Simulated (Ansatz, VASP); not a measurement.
## One calculation of Al2Au, two programs

```
CELL_PARAMETERS angstrom
0.00000 3.15147 3.15147
3.15147 0.00000 3.15147
3.15147 3.15147 0.00000
ATOMIC_POSITIONS crystal
Al 0.50000 0.50000 0.50000
Al 0.25000 0.25000 0.25000
Au 0.00000 0.00000 0.00000
```

Alike in both runs: task relaxation of cell and atoms; functional PBE; k mesh 6 × 6 × 6; occupations gaussian, width 0.1 eV; no spin polarisation.

```csv
,VASP,Ansatz
version,VASP 6.6.1,Ansatz 0.2.0
potentials or method,"VASP PAW PBE potentials, release 64 (Al, Au)","scalar-relativistic, plane waves, PAW"
plane-wave cutoff (eV),600,420
valence electrons in the cell,17,25
```

Ansatz gave:

| Property | Result |
| --- | --- |
| gap on the k mesh at the Fermi level, each at its own relaxed structure (eV) | none |
| relaxed volume (Å³/atom) | 18.93 |
| relaxed cell length with the largest relative difference (Å) | 4.314 |
| energy change over the relaxation (meV/atom) | -40 |

Question: What did VASP give for the same quantities?

Answer: gap on the k mesh at the Fermi level, each at its own relaxed structure (eV): none; relaxed volume (Å³/atom): 18.91; relaxed cell length with the largest relative difference (Å): 4.313; energy change over the relaxation (meV/atom): -40.

A gap of «none» marks a metal or a gap that the smearing closes. The two sets of potentials don't hold the same shells in valence.

Spin-orbit coupling is left out, which matters for the levels of Au.
